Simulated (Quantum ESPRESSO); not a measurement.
# ZnO (P6_3/mmc) in Quantum ESPRESSO: equation of state, part 2 of 2

Quantum ESPRESSO 7.5. Earlier steps stand in the parts before.

### Step 8. Single point, PBE, 17.69 Å³/atom

Input file pw.in:

```
&CONTROL
  calculation = 'scf'
  prefix = 'pwscf'
  outdir = './tmp'
  pseudo_dir = './pseudo'
  tprnfor = .true.
  tstress = .true.
  disk_io = 'nowf'
/
&SYSTEM
  ibrav = 0
  nat = 4
  ntyp = 2
  ecutwfc = 55
  ecutrho = 440
  nbnd = 36
  occupations = 'smearing'
  smearing = 'fd'
  degauss = 0.00367493
/
&ELECTRONS
  conv_thr = 8d-10
  electron_maxstep = 120
  mixing_beta = 0.5
/
ATOMIC_SPECIES
Zn    65.3800 Zn_pbe_v1.uspp.F.UPF
O     15.9990 O.pbe-n-kjpaw_psl.0.1.UPF
CELL_PARAMETERS angstrom
   3.3524534747    0.0000000000    0.0000000000
  -1.6762267373    2.9033098741    0.0000000000
   0.0000000000    0.0000000000    7.2702894300
ATOMIC_POSITIONS crystal
Zn     0.0000000000    0.0000000000    0.2500000000
Zn     0.0000000000    0.0000000000    0.7500000000
O      0.6666666667    0.3333333333    0.7500000000
O      0.3333333333    0.6666666667    0.2500000000
K_POINTS automatic
9 9 4 0 0 0
```

Potentials or basis: SSSP 1.3 efficiency PBE.

Run with:

```console
$ OMP_NUM_THREADS=1 pw.x -in pw.in > pw.out
```

pw.out:

```text
This program is part of the open-source Quantum ESPRESSO suite
     for quantum simulation of materials; please cite
         "P. Giannozzi et al., J. Phys.:Condens. Matter 21 395502 (2009);
         "P. Giannozzi et al., J. Phys.:Condens. Matter 29 465901 (2017);
         "P. Giannozzi et al., J. Chem. Phys. 152 154105 (2020);
     in publications or presentations arising from this work. More details at

     file O.pbe-n-kjpaw_psl.0.1.UPF: wavefunction(s)  2P renormalized
     Message from routine setup:
     using ibrav=0 with symmetry is DISCOURAGED, use correct ibrav instead

     G-vector sticks info
     --------------------
     sticks:   dense  smooth     PW     G-vecs:    dense   smooth      PW
     Sum        1213     595    187                74395    26207    4301

     Using Slab Decomposition

     bravais-lattice index     =            0
     lattice parameter (alat)  =       6.3352  a.u.
     unit-cell volume          =     477.5342 (a.u.)^3
     number of atoms/cell      =            4
     number of atomic types    =            2
     number of electrons       =        52.00
     number of Kohn-Sham states=           36
     kinetic-energy cutoff     =      55.0000  Ry
     charge density cutoff     =     440.0000  Ry
     scf convergence threshold =      8.0E-10
     mixing beta               =       0.5000
     number of iterations used =            8  plain     mixing
     Exchange-correlation= SLA  PW   PBX  PBC
                           (   1   4   3   4   0   0   0)

     celldm(1)=   6.335219  celldm(2)=   0.000000  celldm(3)=   0.000000
     celldm(4)=   0.000000  celldm(5)=   0.000000  celldm(6)=   0.000000

     crystal axes: (cart. coord. in units of alat)
               a(1) = (   1.000000   0.000000   0.000000 )
               a(2) = (  -0.500000   0.866025   0.000000 )
               a(3) = (   0.000000   0.000000   2.168647 )

     reciprocal axes: (cart. coord. in units 2 pi/alat)
               b(1) = (  1.000000  0.577350 -0.000000 )
               b(2) = (  0.000000  1.154701  0.000000 )
               b(3) = (  0.000000 -0.000000  0.461117 )

     PseudoPot. # 1 for Zn read from file:
     Zn_pbe_v1.uspp.F.UPF
     Pseudo is Ultrasoft, Zval = 20.0
     Generated by new atomic code, or converted to UPF format
     Using radial grid of  943 points,  6 beta functions with:
                l(1) =   0
                l(2) =   0
                l(3) =   1
                l(4) =   1
                l(5) =   2
                l(6) =   2
     Q(r) pseudized with  8 coefficients,  rinner =    1.100   1.100   1.100
                                                       1.100   1.100

     PseudoPot. # 2 for O  read from file:
     O.pbe-n-kjpaw_psl.0.1.UPF
     Pseudo is Projector augmented-wave + core cor, Zval =  6.0
     Generated using "atomic" code by A. Dal Corso  v.5.0.99 svn rev. 10869
     Shape of augmentation charge: BESSEL
     Using radial grid of 1095 points,  4 beta functions with:
                l(1) =   0
                l(2) =   0
                l(3) =   1
                l(4) =   1
     Q(r) pseudized with 0 coefficients

     atomic species   valence    mass     pseudopotential
     Zn               20.00    65.38000     Zn( 1.00)
     O                 6.00    15.99900     O ( 1.00)

     24 Sym. Ops., with inversion, found (12 have fractional translation)

   Cartesian axes

     site n.     atom                  positions (alat units)
         1        Zn     tau(   1) = (   0.0000000   0.0000000   0.5421618  )
         2        Zn     tau(   2) = (   0.0000000   0.0000000   1.6264855  )
         3        O      tau(   3) = (   0.5000000   0.2886751   1.6264855  )
         4        O      tau(   4) = (  -0.0000000   0.5773503   0.5421618  )

     number of k points=    36  Fermi-Dirac smearing, width (Ry)=  0.0037
                       cart. coord. in units 2pi/alat
        k(    1) = (   0.0000000   0.0000000   0.0000000), wk =   0.0061728
        k(    2) = (   0.0000000   0.0000000   0.1152792), wk =   0.0123457
        k(    3) = (   0.0000000   0.0000000  -0.2305585), wk =   0.0061728
        k(    4) = (   0.0000000   0.1283001   0.0000000), wk =   0.0370370
        k(    5) = (   0.0000000   0.1283001   0.1152792), wk =   0.0740741
        k(    6) = (   0.0000000   0.1283001  -0.2305585), wk =   0.0370370
[... 28 lines left out ...]
        k(   35) = (   0.3333333   0.5773503   0.1152792), wk =   0.0246914
        k(   36) = (   0.3333333   0.5773503  -0.2305585), wk =   0.0123457

     Dense  grid:    74395 G-vectors     FFT dimensions: (  45,  45,  96)

     Smooth grid:    26207 G-vectors     FFT dimensions: (  30,  30,  72)

     Initial potential from superposition of free atoms

     starting charge      51.9997, renormalised to      52.0000
     Starting wfcs are   34 randomized atomic wfcs +    2 random wfcs

     Self-consistent Calculation

     iteration #  1     ecut=    55.00 Ry     beta= 0.50
     Davidson diagonalization with overlap
     ethr =  1.00E-02,  avg # of iterations =  5.1

     total energy              =   -1006.07744900 Ry
     estimated scf accuracy    <       1.09560171 Ry

     iteration #  2     ecut=    55.00 Ry     beta= 0.50
     Davidson diagonalization with overlap
     ethr =  2.11E-03,  avg # of iterations =  2.0

     total energy              =   -1006.37263912 Ry
     estimated scf accuracy    <       0.70068863 Ry

     iteration #  3     ecut=    55.00 Ry     beta= 0.50
     Davidson diagonalization with overlap
     ethr =  1.35E-03,  avg # of iterations =  2.1
[... 36 lines left out ...]
     total energy              =   -1006.50318514 Ry
     estimated scf accuracy    <       0.00000006 Ry

     iteration #  9     ecut=    55.00 Ry     beta= 0.50
     Davidson diagonalization with overlap
     ethr =  1.21E-10,  avg # of iterations =  2.0

     total energy              =   -1006.50318515 Ry
     estimated scf accuracy    <          1.2E-09 Ry

     iteration # 10     ecut=    55.00 Ry     beta= 0.50
     Davidson diagonalization with overlap
     ethr =  2.25E-12,  avg # of iterations =  2.3

     End of self-consistent calculation

          k = 0.0000 0.0000 0.0000 (  3303 PWs)   bands (ev):

  -119.7735-119.7735 -74.1086 -74.1084 -73.8844 -73.8844 -73.8843 -73.8843
   -13.0964 -13.0292  -1.9046  -1.9046  -1.8924  -1.8924  -0.8819  -0.7399
    -0.7399  -0.7080  -0.7080  -0.6201   1.2041   2.5078   3.9230   3.9230
     3.9292   3.9292   4.7733   7.0895   9.1393  14.6210  14.8220  16.4821
    16.4821  17.2249  17.2249  20.4250

          k = 0.0000 0.0000 0.1153 (  3320 PWs)   bands (ev):

  -119.7735-119.7735 -74.1087 -74.1084 -73.8844 -73.8844 -73.8843 -73.8843
   -13.0866 -13.0392  -1.9029  -1.9029  -1.8942  -1.8942  -0.8507  -0.7352
    -0.7352  -0.7127  -0.7127  -0.6683   1.3624   2.2523   3.9240   3.9240
     3.9284   3.9284   5.1013   6.6194   9.7736  12.7512  16.5700  16.5700
    16.9572  17.0889  17.0889  20.5955

          k = 0.0000 0.0000-0.2306 (  3272 PWs)   bands (ev):
[... 257 lines left out ...]
  -119.7734-119.7734 -74.1085 -74.1084 -73.8854 -73.8854 -73.8852 -73.8852
   -12.5844 -12.5844  -1.4618  -1.4522  -1.1246  -1.1246  -0.8679  -0.8679
    -0.8259  -0.8259  -0.1976  -0.1976   0.2710   0.6158   0.6158   0.6593
     3.4155   3.4155   9.3158  10.0472  12.4983  12.6826  12.6826  13.7274
    13.7274  13.9568  16.8031  16.8031

          k = 0.3333 0.5774-0.2306 (  3288 PWs)   bands (ev):

  -119.7734-119.7734 -74.1084 -74.1084 -73.8855 -73.8855 -73.8853 -73.8853
   -12.5844 -12.5844  -1.4570  -1.4570  -1.1228  -1.1228  -0.8679  -0.8679
    -0.8291  -0.8291  -0.1974  -0.1974   0.4568   0.4568   0.6153   0.6153
     3.4211   3.4211   9.7308   9.7308  13.0530  13.0530  13.0539  13.0539
    13.1076  13.1076  17.8296  17.8296

     the Fermi energy is     4.4208 ev

!    total energy              =   -1006.50318516 Ry
     estimated scf accuracy    <          3.9E-10 Ry
     smearing contrib. (-TS)   =      -0.00000038 Ry
     internal energy E=F+TS    =   -1006.50318478 Ry

     The total energy is F=E-TS. E is the sum of the following terms:
     one-electron contribution =    -968.47896703 Ry
     hartree contribution      =     496.82258171 Ry
     xc contribution           =     -99.21635766 Ry
     ewald contribution        =    -416.60032062 Ry
     one-center paw contrib.   =     -19.03012118 Ry

     convergence has been achieved in  10 iterations

     Forces acting on atoms (cartesian axes, Ry/au):

     atom    1 type  1   force =     0.00000000    0.00000000   -0.00000000
     atom    2 type  1   force =     0.00000000    0.00000000    0.00000000
     atom    3 type  2   force =    -0.00000000   -0.00000000    0.00000000
     atom    4 type  2   force =     0.00000000    0.00000000    0.00000000

     Total force =     0.000000     Total SCF correction =     0.000000

     Computing stress (Cartesian axis) and pressure

          total   stress  (Ry/bohr**3)                   (kbar)     P=      -51.42
  -0.00052127   0.00000000   0.00000000          -76.68        0.00        0.00
   0.00000000  -0.00052127  -0.00000000            0.00      -76.68       -0.00
  -0.00000000  -0.00000000  -0.00000612           -0.00       -0.00       -0.90

=------------------------------------------------------------------------------=
   JOB DONE.
=------------------------------------------------------------------------------=
```

It took 41 s on 1 thread of Intel Xeon 6975P-C (Granite Rapids), shared host; peak memory 0.36 GiB.

What came out:

| Property | Result |
| --- | --- |
| Free energy | -13694.1735 eV |
| Pressure | -5.1 GPa |
| Band gap on the k mesh | 0.84 eV, direct |

Caveat: an odd mesh through Γ misses points on the zone boundary, where band edges often lie.

### Step 9. Equation of state, PBE

Potentials or basis: SSSP 1.3 efficiency PBE.

No new run: the results of the series are fitted here.

Results:

```yaml
Equilibrium_volume: 16.62 Å³/atom
Bulk_modulus_at_fixed_shape_and_positions: 91 GPa
Pressure_derivative_of_the_bulk_modulus: 4.4
```

Energy against volume, from the lowest point:
| volume (Å³/atom) | energy (meV/atom) |
| --- | --- |
| 15.688 | 16.39 |
| 16.022 | 6.46 |
| 16.356 | 1.15 |
| 16.689 | 0.00 |
| 17.023 | 2.55 |
| 17.357 | 8.45 |
| 17.691 | 17.33 |

Caveat: the cell was scaled at fixed shape and fractional positions, which overstates the stiffness of a crystal with free parameters, most of all of layers and chains.
